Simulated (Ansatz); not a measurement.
Trial structure of Se, not yet relaxed:

```cif
data_structure
_symmetry_space_group_name_H-M 'P 1'
_symmetry_Int_Tables_number 1
_cell_length_a 4.9390
_cell_length_b 4.9390
_cell_length_c 2.3073
_cell_angle_alpha 90.000
_cell_angle_beta 90.000
_cell_angle_gamma 90.000
_cell_volume 56.28
loop_
_atom_site_label
_atom_site_type_symbol
_atom_site_fract_x
_atom_site_fract_y
_atom_site_fract_z
_atom_site_occupancy
Se1 Se 0.00000 0.00000 0.00000 1
Se2 Se 0.00000 0.50000 0.00000 1
Se3 Se 0.50000 0.00000 0.00000 1
```

These are results of Ansatz 0.2.0, DFT PBE, scalar-relativistic, plane waves, PAW, not measurements. Plane waves to 420 eV, a k mesh through Γ of 4×4×8 on the computed 3-atom cell and Gaussian smearing (0.10 eV); no spin polarisation.

Energies count from the standard state of Se at the same level.

Task: What does a single point on this coarse mesh give?

Result: The pressure is 48.0 GPa (the mean over three directions, positive in compression), the largest force is 0.00 eV/Å (symmetry fixes the atoms), and the energy is +1.23 eV/atom against the standard state. The shortest distance is 2.31 Å.

Task: Is it a good guess?

Result: A poor one: relaxing gains about 1.0 eV/atom (the start's value is from the coarse mesh, so the gain is rough) in 14 ionic steps and ends at +0.23 eV/atom on the finer mesh. The symmetry stays P4/mmm (No. 123). The volume per atom grows by 43.1 %, from 18.8 to 26.9 Å³. The shortest distance goes from 2.31 Å (Se–Se) to 2.68 Å (Se–Se). Conventional cell: a = 5.480 Å, c = 2.683 Å. Se on a site of symmetry 4/mmm is surrounded by 6 Se at 2.68–2.74 Å; Se on a site of symmetry mmm is surrounded by 4 Se at 2.68–2.74 Å.

The last run used an 8×8×16 mesh (in the run's order of axes) for its 3-atom cell and Gaussian smearing of 0.10 eV. The reference form of Se is held partly by dispersion forces, which this level lacks. The relaxation can't lower the symmetry of the start, and the grade says only how near the guess is to its own end. A later test with randomly moved atoms ended 8 meV/atom lower on a coarse mesh, in Pmc2_1 at a loose tolerance, which is no clear verdict on its stability.
